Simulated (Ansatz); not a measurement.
The system is Ge.

```
Ge
1.0
     1.48805   -2.59469    0.00000
     1.48805    2.59469    0.00000
     0.00000    0.00000    4.72760
Ge
2
Direct
  0.33345 0.66655 0.25000
  0.66655 0.33345 0.75000
```

This isn't the form of Ge at room conditions, which is diamond.

```yaml
Program: Ansatz 0.2.0
Task: relaxation of cell and atoms
Functional: r2SCAN
Potentials_or_basis: Ansatz PAW
Cutoff: "500 eV (not typed: the program's choice for these potentials)"
k_mesh: 10 × 10 × 6
Occupations: fermi-dirac, width 0.05 eV
Spin: no spin polarisation
```

At the start: volume 18.25 Å³/atom.

**Question.** How do energy, volume and symmetry change on relaxing?

**Answer.** It ends after 21 steps and the volume is 18.65 Å³/atom (+2.2 %); space group P6/mmm (No. 191, to 0.05 Å).

The path:
```
step  energy change (eV)  largest force (eV/Å)  volume (Å³)
   1              0.0000                0.0020        36.51
   2             -0.0099                0.0009        38.07
   3             -0.0125                0.0024        37.52
   4             -0.0128                0.0038        37.40
   5             -0.0130                0.0062        37.35
   6             -0.0131                0.0090        37.37
   7             -0.0208                0.1668        37.84
   8             -0.1262                0.3012        37.96
   9             -0.2532                0.1936        37.98
  10             -0.3253                0.0671        37.64
  11             -0.3430                0.0304        37.80
  12             -0.3514                0.0068        37.01
  13             -0.3538                0.0020        37.39
  14             -0.3542                0.0005        37.54
  15             -0.3546                0.0001        37.43
  16             -0.3554                0.0016        37.34
  17             -0.3572                0.0078        37.04
  18             -0.3582                0.0008        37.33
  19             -0.3585                0.0001        37.30
  20             -0.3586                0.0001        37.30
  21             -0.3593                0.0002        37.30
```

Final structure:
```cif
data_structure
_symmetry_space_group_name_H-M 'P 1'
_symmetry_Int_Tables_number 1
_cell_length_a 2.8700
_cell_length_b 2.8700
_cell_length_c 5.2289
_cell_angle_alpha 90.000
_cell_angle_beta 90.000
_cell_angle_gamma 119.993
_cell_volume 37.30
loop_
_atom_site_label
_atom_site_type_symbol
_atom_site_fract_x
_atom_site_fract_y
_atom_site_fract_z
_atom_site_occupancy
Ge1 Ge 0.49996 0.50004 0.25000 1
Ge2 Ge 0.50004 0.49996 0.75000 1
```

Caveat: the plane-wave basis is chosen anew once the cell has moved, so the energies of steps on either side of that aren't comparable; the PAW data sets come from PBE, with cores solved anew for the run's functional, which leaves a small shift of forces and pressure.
